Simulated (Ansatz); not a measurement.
# Structure types of Pt compared at 92 GPa

Structure types of Pt are relaxed in primitive cells with their symmetry kept at 92 GPa, first on PAW files, then by LAPW. The enthalpy is E + pV at zero temperature, without zero-point motion. Only the types listed were tried, and differences under about 5 meV/atom are mesh noise.

Computed with Ansatz 0.2.0; functional PBE, scalar-relativistic. Settings: Fermi–Dirac smearing of 0.05 eV, no spin polarisation. Methods: LAPW: all electrons, basis error target 0.5 meV/atom; PAW: frozen-core files, cutoff 420 eV.

k meshes: fcc 18×18×18, bcc 18×18×18, hcp 17×17×9, sc 16×16×16, beta tin 17×17×17, simple hexagonal 17×17×16.

Spin–orbit coupling is left out, which matters for the heavy atoms.

```json
{"start type": "fcc", "ends as": "fcc, Fm-3m", "a, b, c (Å)": "3.700, 3.700, 3.700", "V (Å³/atom)": "12.67", "H − H(lowest), LAPW (meV/atom)": "0.0"}
{"start type": "bcc", "ends as": "bcc, Im-3m", "a, b, c (Å)": "2.943, 2.943, 2.943", "V (Å³/atom)": "12.74", "H − H(lowest), LAPW (meV/atom)": "151.5"}
{"start type": "hcp", "ends as": "hcp, P6_3/mmc", "a, b, c (Å)": "2.588, 2.588, 4.383", "V (Å³/atom)": "12.71", "H − H(lowest), LAPW (meV/atom)": "89.1"}
{"start type": "sc", "ends as": "sc, Pm-3m", "a, b, c (Å)": "2.412, 2.412, 2.412", "V (Å³/atom)": "14.03", "H − H(lowest), LAPW (meV/atom)": "?"}
{"start type": "beta tin", "ends as": "beta tin, I4_1/amd", "a, b, c (Å)": "4.654, 4.654, 2.499", "V (Å³/atom)": "13.53", "H − H(lowest), LAPW (meV/atom)": "?"}
{"start type": "simple hexagonal", "ends as": "simple hexagonal, P6/mmm", "a, b, c (Å)": "2.509, 2.509, 2.452", "V (Å³/atom)": "13.37", "H − H(lowest), LAPW (meV/atom)": "629.7"}
```

Task: What belongs in the row "beta tin", column "H − H(lowest), LAPW (meV/atom)"?

Result: 913.4.

Task: What belongs in the row "sc", column "H − H(lowest), LAPW (meV/atom)"?

Result: 1444.6.

Task: Split the lead of fcc over hcp into energy and pV.

Result: For hcp less fcc: ΔE = +64.0 meV/atom, and p·ΔV = 92 GPa × +0.0437 Å³ × 6.242 meV/(GPa·Å³) = +25.1 meV/atom, together 89.1 meV/atom. fcc wins on both counts.
